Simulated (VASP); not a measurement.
Crystal: MoSe2.

```
Mo Se
1.0
     3.28800    0.00000    0.00000
    -1.64400    2.84749    0.00000
     0.00000    0.00000   12.90000
Mo Se
2 4
Direct
  0.33333 0.66667 0.25000
  0.66667 0.33333 0.75000
  0.33333 0.66667 0.62500
  0.66667 0.33333 0.12500
  0.33333 0.66667 0.87500
  0.66667 0.33333 0.37500
```

* Program: VASP 6.6.1
* Task: relaxation of cell and atoms
* Functional: rev-vdW-DF2
* Potentials or basis: VASP PAW PBE potentials, release 64 (Mo_sv, Se)
* Cutoff: 600 eV
* k mesh: 9 × 9 × 2
* Occupations: gaussian, width 0.03 eV
* Spin: no spin polarisation

At the start: pressure 6.8 GPa; volume 20.13 Å³/atom.

Task: Where does the relaxation end?

Result: Over 16 steps the energy falls by 28.6 meV/atom and the volume is 20.53 Å³/atom (+2.0 %); space group P6_3/mmc (No. 194, to 0.05 Å).

The path:
```csv
step,energy change (eV),largest force (eV/Å),pressure (GPa),volume (Å³)
1,0.0000,1.2472,6.75,120.78
2,0.4134,1.6481,-10.99,136.18
3,-0.1638,0.0518,-0.78,125.79
4,-0.1641,0.0969,-0.49,125.57
5,-0.1641,0.1171,-0.38,125.48
6,-0.1688,0.0645,-0.01,124.66
7,-0.1689,0.0539,0.07,124.49
8,-0.1693,0.0080,-0.20,124.57
9,-0.1694,0.0019,-0.26,124.58
10,-0.1696,0.0025,-0.25,124.51
11,-0.1702,0.0023,-0.25,124.30
12,-0.1712,0.0035,-0.17,123.87
13,-0.1717,0.0054,-0.06,123.00
14,-0.1717,0.0048,-0.09,123.24
15,-0.1717,0.0130,0.07,123.12
16,-0.1718,0.0057,0.00,123.17
```

Final structure:
```xyz
6
Lattice="3.3036 0.0000 0.0000 -1.6518 2.8610 0.0000 0.0000 0.0000 13.0316" Properties=species:S:1:pos:R:3 pbc="T T T"
Mo    0.0000    1.9073    3.2579
Mo    1.6518    0.9537    9.7737
Se    0.0000    1.9073    8.0969
Se    1.6518    0.9537    1.5811
Se    0.0000    1.9073   11.4504
Se    1.6518    0.9537    4.9346
```

Caveat: the PAW data sets were made with another functional, which shifts forces and pressure a little.
